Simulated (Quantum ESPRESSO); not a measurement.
## Be2C in Quantum ESPRESSO: the effect of functional

Be2C:

```
C Be
1.0
     0.00000    2.16500    2.16500
     2.16500    0.00000    2.16500
     2.16500    2.16500    0.00000
C Be
1 2
Cartesian
  0.0000 0.0000 0.0000
  3.2475 3.2475 3.2475
  1.0825 1.0825 1.0825
```

Alike in all runs:

* Program: Quantum ESPRESSO 7.5
* Task: dielectric tensor
* Cutoff: 1197 eV
* Density cutoff: 4789 eV
* k mesh: 10 × 10 × 10, shifted
* Occupations: fermi-dirac, width 0.05 eV
* Spin: no spin polarisation

| functional | potentials or basis | pressure (GPa) | dielectric constant (mean) |
| --- | --- | --- | --- |
| LDA | PseudoDojo 0.4.1 SR LDA standard | ? | ? |
| PBEsol | PseudoDojo 0.4.1 SR PBEsol standard | -2.0 | 7.00 |
| WC | PseudoDojo 0.4.1 SR PBE standard | -0.2 | 6.98 |
| BLYP | PseudoDojo 0.4.1 SR PBE standard | 3.6 | 6.75 |
| AM05 | PseudoDojo 0.4.1 SR PBE standard | -1.5 | 7.05 |

Task: What does the run with functional LDA give?

Result: Pressure -8.4 GPa; dielectric constant 6.93 mean.

Caveats: the potentials were made for another functional, which shifts forces and pressure (some runs); the cell is more than 3 GPa from zero pressure, which shifts response properties (some runs).

Runs at the PBE level aren't shown here.
